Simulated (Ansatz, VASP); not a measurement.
# One calculation of Si, two programs

```
Si
1.0
     2.53765   -3.91793    0.00000
     2.53765    3.91793    0.00000
     0.00000    0.00000    6.14544
Si
6
Direct
  0.50000 0.50000 0.19001
  0.50000 0.50000 0.80999
  0.00000 0.50000 0.69186
  0.50000 0.00000 0.30814
  0.50000 0.00000 0.69186
  0.00000 0.50000 0.30814
```

Alike in both runs: functional PBE; k mesh 10 × 10 × 6; occupations gaussian, width 0.1 eV; no spin polarisation.

Ansatz relaxed the structure, and its values are those at the end. VASP's run is a single point on that final structure, the one shown.

|  | VASP | Ansatz |
| --- | --- | --- |
| version | VASP 6.6.1 | Ansatz 0.2.0 |
| potentials or method | VASP PAW PBE potentials, release 64 (Si) | scalar-relativistic, plane waves, PAW |
| plane-wave cutoff (eV) | 520 | 420 |
| valence electrons in the cell | 24 | 24 |

VASP gave:

| Item | Value |
| --- | --- |
| gap on the k mesh at the Fermi level (eV) | none |
| pressure (GPa) | -0.1 |
| rms of the force components (eV/Å) | 0.007 |

**Question.** Estimate Ansatz's values.

**Answer.** gap on the k mesh at the Fermi level (eV): none; pressure (GPa): 0.0; rms of the force components (eV/Å): 0.004.

A gap of «none» marks a metal or a gap that the smearing closes.
